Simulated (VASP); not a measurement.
SnSe2, 3 atoms in the cell. The structure is trigonal, space group P-3m1 (No. 164). Conventional cell: a = 3.785 Å, b = 3.785 Å, c = 6.095 Å, α = 90.00°, β = 90.00°, γ = 120.00°. Sn (site symmetry -3m) has 6 Se at 2.66 Å as nearest neighbours. Se (site symmetry 3m) has 3 Sn at 2.66 Å as nearest neighbours. 

```yaml
Program: VASP 6.6.1
Task: single point
Functional: PBE
Dispersion: D4
Potentials_or_basis: VASP PAW PBE potentials, release 64 (Sn_d, Se)
Cutoff: 520 eV
k_mesh: 8 × 8 × 5
Occupations: fermi-dirac, width 0.05 eV
Spin: no spin polarisation
Dipole_correction: no
Further_INCAR_settings: ALGO = Normal; EDIFF = 1e-06; NBANDS = 20
```

Potentials or basis: VASP PAW PBE potentials, release 64 (Sn_d, Se).

The run is started by

```sh
$ cat potpaw_PBE.64/Sn_d/POTCAR potpaw_PBE.64/Se/POTCAR > POTCAR
$ mpirun -np 1 vasp_std > vasp.out
```

Hardware: 1 thread of Intel(R) Xeon(R) Platinum 8488C (Sapphire Rapids), with other jobs on the host.

Q: How long does it take, and how much memory?

A: Wall time 33 s on 1 thread of Intel(R) Xeon(R) Platinum 8488C (Sapphire Rapids) (shared host), peak memory 0.21 GiB. Counts: scf iterations 13, k points 40.
